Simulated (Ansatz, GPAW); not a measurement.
# Ballistic transport through a Rh chain with two B atoms in line, from relaxation to T(E), part 4 of 4

How well does a Rh chain with two B atoms in line conduct once its atoms have relaxed, and how much do cheaper levels lose?

GPAW 26.7.0 and Ansatz 0.2.0; Ansatz plane waves; relaxation of the junction with the lead ends held (the session's first sound run).

So far, transmission at the Fermi level (one spin): step 3 (plane waves, PBE) 0.999; step 5 (GPAW, szp: basis = "szp(dzp)", PBE, GPAW) 1.04; step 6 (GPAW, sz: basis = "sz(dzp)", PBE, GPAW) 1.03; step 7 (revPBE in the dzp basis: xc = "revPBE") 1.02; step 8 (the structure as built: geometry = "as built", PBE, GPAW) 1.87.

### 10. The levels side by side (continued)

The transmission, zone mean, sum over the listed spins by energy, zero at the Fermi level:

```csv
energy (eV),pw-pbe,dzp,szp,sz,dzp-revPBE,asbuilt
-2.000,0.944,1.20,0.991,0.820,1.25,0.652
-1.975,1.05,1.38,0.730,0.631,1.40,0.665
-1.900,1.40,0.872,0.382,0.372,0.793,0.705
-1.800,0.584,0.399,0.246,0.255,0.378,0.756
-1.700,0.351,0.272,0.189,0.202,0.262,0.800
-1.600,0.267,0.216,0.159,0.173,0.209,0.833
-1.500,0.227,0.186,0.143,0.159,0.180,0.859
-1.400,0.208,0.170,0.137,0.154,0.166,0.886
-1.300,0.212,0.167,0.138,0.158,0.162,0.920
-1.200,0.232,0.182,0.151,0.178,0.169,0.966
-1.100,0.198,0.236,0.217,0.249,0.230,1.03
-1.000,0.225,0.235,0.215,0.266,0.224,1.12
-0.900,0.279,0.251,0.247,0.272,0.372,1.28
-0.800,0.232,0.279,0.284,0.318,0.280,1.34
-0.700,0.213,0.294,0.304,0.351,0.290,1.38
-0.600,0.296,0.328,0.333,0.374,0.329,1.43
-0.500,0.629,0.589,0.583,0.580,0.616,1.49
-0.400,1.04,1.02,1.04,1.05,1.03,1.58
-0.325,1.09,1.07,1.05,1.05,1.07,1.65
-0.300,1.09,1.08,1.07,1.07,1.08,1.67
-0.200,1.08,1.13,1.19,1.19,1.15,1.76
-0.150,1.08,1.15,1.21,1.20,1.15,1.80
-0.100,1.02,1.12,1.19,1.18,1.13,1.83
0.000,0.999,1.01,1.04,1.03,1.02,1.87
0.100,0.987,0.995,1.02,1.01,1.00,1.86
0.200,0.964,0.971,0.994,0.989,0.979,1.82
0.300,0.940,0.947,0.970,0.964,0.953,1.75
0.400,0.920,0.928,0.952,0.944,0.932,1.68
0.500,0.909,0.917,0.944,0.931,0.919,1.63
0.600,0.906,0.916,0.950,0.929,0.916,1.60
0.700,0.913,0.927,0.978,0.946,0.925,1.58
0.800,0.932,0.956,1.03,0.991,0.952,1.54
0.900,0.968,1.01,1.07,1.05,1.00,1.52
1.000,1.02,1.04,0.576,0.864,1.04,1.02
1.075,1.05,0.638,0.00633,0.0131,0.607,0.490
1.100,1.02,0.197,0.0354,0.00340,0.204,0.462
1.200,0.0775,0.0370,0.130,0.100,0.0376,0.372
1.300,0.0601,0.120,0.172,0.152,0.122,0.306
1.400,0.142,0.161,0.190,0.177,0.165,0.261
1.500,0.183,0.184,0.199,0.189,0.187,0.221
1.600,0.205,0.196,0.204,0.196,0.199,0.193
1.700,0.217,0.204,0.206,0.201,0.206,0.171
1.800,0.225,0.211,0.209,0.206,0.212,0.154
1.900,0.230,0.216,0.213,0.212,0.218,0.140
2.000,0.235,0.223,0.217,0.220,0.224,0.129
```

### 11. A varied run

One more run, with changed settings.

This step: GPAW LCAO, PAW setups; Landauer transmission from Green's functions with principal layers (ASE), zero bias (GPAW 26.7.0).

run.py

```python
import json
import numpy as np
from ase import Atoms
from ase.transport.calculators import TransportCalculator
from gpaw import GPAW, FermiDirac
from gpaw.lcao.tools import get_lcao_hamiltonian
from scipy.linalg import eigh

# The junction with lead layers at both ends, along the third cell vector
device = Atoms(
    ['Rh', 'Rh', 'Rh', 'Rh', 'Rh', 'Rh', 'Rh', 'Rh', 'B', 'B', 'Rh', 'Rh', 'Rh', 'Rh', 'Rh', 'Rh', 'Rh', 'Rh'],
    positions=[
        [4.50000, 4.50000, 1.15000],
        [4.50000, 4.50000, 3.45000],
        [4.50000, 4.50000, 5.75000],
        [4.50000, 4.50000, 8.05000],
        [4.50000, 4.50000, 10.35000],
        [4.50000, 4.50000, 12.65000],
        [4.40300, 4.22839, 14.92910],
        [4.76172, 5.22593, 17.37697],
        [4.53963, 4.61442, 19.06683],
        [4.45865, 4.38777, 20.81495],
        [4.23783, 3.76876, 22.50325],
        [4.60696, 4.77895, 24.92849],
        [4.50000, 4.50000, 27.20680],
        [4.50000, 4.50000, 29.50680],
        [4.50000, 4.50000, 31.80680],
        [4.50000, 4.50000, 34.10680],
        [4.50000, 4.50000, 36.40680],
        [4.50000, 4.50000, 38.70680]],
    cell=[[9.0, 0.0, 0.0], [0.0, 9.0, 0.0], [0.0, 0.0, 39.8568]],
    pbc=True)

# One principal layer of the lead: the first 2 atoms of the device
lead = Atoms(
    ['Rh', 'Rh'],
    positions=[
        [4.50000, 4.50000, 1.15000],
        [4.50000, 4.50000, 3.45000]],
    cell=[[9.0, 0.0, 0.0], [0.0, 9.0, 0.0], [0.0, 0.0, 4.6]],
    pbc=True)

settings = dict(mode='lcao', basis='dzp', xc='PBE', h=0.2,
                occupations=FermiDirac(0.1), maxiter=75,
                mixer=dict(beta=0.1, nmaxold=8, weight=100.0),
                convergence=dict(density=0.0001))
energies = np.arange(-2, 2 + 1e-9, 0.025)
eta = 0.0001
n1, n2 = 1, 1
# k and -k transmit alike, so half of the mesh across the current serves
mesh = [(i, j) for i in range(n1) for j in range(n2) if (i, j) <= (-i % n1, -j % n2)]
weights = np.array([1 if (i, j) == (-i % n1, -j % n2) else 2 for i, j in mesh]) / (n1 * n2)

# [... helper functions left out ...]
fermi_lead = ground_state(lead, (1, 1, 10), 'lead.txt')
fermi_device = ground_state(device, (1, 1, 2), 'device.txt')
# [... loop over the mesh left out, but for ...]
        # Shift the lead onto the potential of the device's first layer
        shift = ((H[:, 0, 0] - H0[:, 0, 0]) / S0[0, 0]).real.mean()
# [...]
kT = 8.617333e-5 * 300
bias = [0.1, 0.2, 0.5, 1.0, 1.5, 2.0]
# [... integrals and printing left out ...]
```

On the command line:

```
$ OMP_NUM_THREADS=1 OPENBLAS_NUM_THREADS=1 python run.py
```

Output:

```text
basis functions: device 458, principal layer 54
Fermi level: lead -3.7280 eV, device -3.6910 eV; lead shifted by 0.0009 eV
largest coupling past the next layer 2.91e-01 eV, largest misfit of the first layer 0.015 eV
  E-E_F (eV)   T (one spin)  [channel counts left out]
    -2.000    1.1947e+00
    -1.975    1.3742e+00
    -1.950    1.3744e+00
    -1.925    1.1452e+00
    -1.900    8.2950e-01
    -1.875    6.6583e-01
    -1.850    5.4007e-01
    -1.825    4.5533e-01
    -1.800    3.9599e-01
    -1.775    3.5251e-01
    -1.750    3.1934e-01
    -1.725    2.9319e-01
    -1.700    2.7203e-01
    -1.675    2.5459e-01
    -1.650    2.3997e-01
    -1.625    2.2758e-01
[...]
1.825    2.9739e-02
     1.850    4.9713e-01
     1.875    5.3402e-01
     1.900    5.1878e-01
     1.925    4.9478e-01
     1.950    4.6962e-01
     1.975    4.4540e-01
     2.000    4.2279e-01
conductance at 300 K: 1.0431 G0 a cell; thermopower 4.429 uV/K
current from the zero-bias T(E) at 0.1 V: 8.092 uA
current from the zero-bias T(E) at 0.2 V: 16.143 uA
current from the zero-bias T(E) at 0.5 V: 39.452 uA
current from the zero-bias T(E) at 1.0 V: 71.588 uA
current from the zero-bias T(E) at 1.5 V: 94.198 uA
current from the zero-bias T(E) at 2.0 V: 119.1 uA
```

Run time: 5.3 min. Hardware: 1 thread of Intel Xeon 6975P-C (Granite Rapids), shared host; peak memory 1.5 GiB.

The run finished. A setting was moved off its sound value on purpose, so it serves as a test and not as the result.

The fault put into the input: a principal layer shorter than the orbitals' reach (n_lead = 2 and period = 4.6).

Side by side:

```csv
quantity,this run,sound run,difference
conductance (G₀),1.0431,1.0219,0.0213
largest coupling past the next principal layer (eV),0.29094,2.072e-4,0.291
largest misfit of the first principal layer (eV),0.015299,0.13339,-0.118
shift that aligns the lead (eV),9.219e-4,0.0017885,-8.7e-4
basis functions of a principal layer,54,135,-81
transmission at the Fermi level (one spin),1.0357,1.0095,0.0262
```

One result that differs is the largest coupling past the next principal layer, 0.291 eV against 2.1e-4 eV.

### 12. Outcome

```yaml
conductance: 1.02 G₀
transmission_at_the_fermi_level_mean_of_the_spins: 1.01
```

What this shows: In the dzp basis the junction conducts 1.02 G₀ at 300 K, with T = 1.01 a spin at the Fermi level; the sz basis reaches that conductance within 10 %. Relaxation moved atoms by up to 0.78 Å and took the conductance from 1.86 to 1.02 G₀, as a ratio a larger change than the step from dzp to the minimal basis. Plane waves (PBE) give T = 0.999 there. At the Fermi level the three most open eigenchannels pass 0.96, 0.026 and 0.018. Measured against the first run (pw-pbe), the nearest curve is that of dzp (r.m.s. 0.15) and the farthest that of asbuilt (0.66). Over the compared runs wall time goes from 119 s (pw-pbe) to 359 s (dzp-revPBE), on a shared host; the plane-wave run used 4 threads and the orbital runs 1. The leads kept an estimated spacing and the cell its length, so the junction may be under some tension or compression. The run had no spin polarisation, so a magnetic state, which chains and small molecules with open shells often have, wasn't tested. An evenly spaced straight chain is an idealisation: free chains tend to dimerise, zigzag or, where a band edge lies near the Fermi level, turn magnetic. The currents use the zero-bias T(E) throughout, which holds only while the bias is small against the distance to the nearest feature. The thermopower isn't quoted: it samples T(E) farther from the Fermi level than the conductance does, and the energy grid wasn't tested for it.

[Logs are printed without paths, hosts, clocks, repeated set-up lines and the standing remarks that a program may print on its own settings, such as how far it seeks lower states.]

[Hosts, paths, dates, database ids (printed as entryN), source tags and the programs' standing remarks are cut or masked in the printed files.]
